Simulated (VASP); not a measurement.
ZnSe: relaxation of cell and atoms with PBE

Crystal: ZnSe.

```
Zn Se
1.0
     0.00000    2.96053    2.96053
     2.96053    0.00000    2.96053
     2.96053    2.96053    0.00000
Zn Se
1 1
Direct
  0.00000 0.00000 0.00000
  0.25000 0.25000 0.25000
```

```
Program                : VASP 6.6.1
Task                   : relaxation of cell and atoms
Functional             : PBE
Potentials or basis    : VASP PAW PBE potentials, release 64 (Zn, Se)
Cutoff                 : 520 eV
k mesh                 : 2 × 2 × 2
Occupations            : gaussian, width 0.02 eV
Spin                   : no spin polarisation
Further INCAR settings : ALGO = Normal; EDIFF = 1e-07; IBRION = 2; EDIFFG = -0.002; NSW = 80; ISIF = 3
```

```yaml
Relaxed_volume: 25.96 Å³/atom
Relaxed_cell: a = 4.188 Å, b = 4.188 Å, c = 4.188 Å, α = 60.00°, β = 60.00°, γ = 60.00°
Space_group_after_relaxing_to_0.05_Å: F-43m (No. 216)
Energy_gained_by_relaxing: 0.0 meV/atom
Ionic_steps: 2
Pressure_after_relaxing: 0.0 GPa
Band_gap_on_the_k_mesh: 0.61 eV, direct
```

Final structure:
```
Zn Se
1.0
     0.00000    2.96110    2.96110
     2.96110    0.00000    2.96110
     2.96110    2.96110    0.00000
Zn Se
1 1
Direct
  0.00000 0.00000 0.00000
  0.25000 0.25000 0.25000
```

Levels at points of the mesh, in eV from the valence-band top:
| k point | band 5 | band 6 | band 7 | band 8 | band 9 | band 10 | band 11 | band 12 | band 13 |
| --- | --- | --- | --- | --- | --- | --- | --- | --- | --- |
| (0.00, 0.00, 0.00) | -6.32 | -6.32 | 0.00 | 0.00 | 0.00 | 0.61 | 5.55 | 5.55 | 5.55 |
| (0.50, 0.00, 0.00) | -6.31 | -6.19 | -4.60 | -0.72 | -0.72 | 2.11 | 6.14 | 6.14 | 8.08 |
| (0.50, 0.50, 0.00) | -6.29 | -6.17 | -4.39 | -1.81 | -1.81 | 3.05 | 3.22 | 9.87 | 10.19 |

Wall time 4.4 s on 1 thread of Intel(R) Xeon(R) 6975P-C (Granite Rapids), with other jobs on the host, peak memory 0.17 GiB.

Caveat: the k mesh is coarse (spacing up to 0.92 Å⁻¹), so the values aren't converged. As with any semilocal functional, this PBE gap is likely too small.
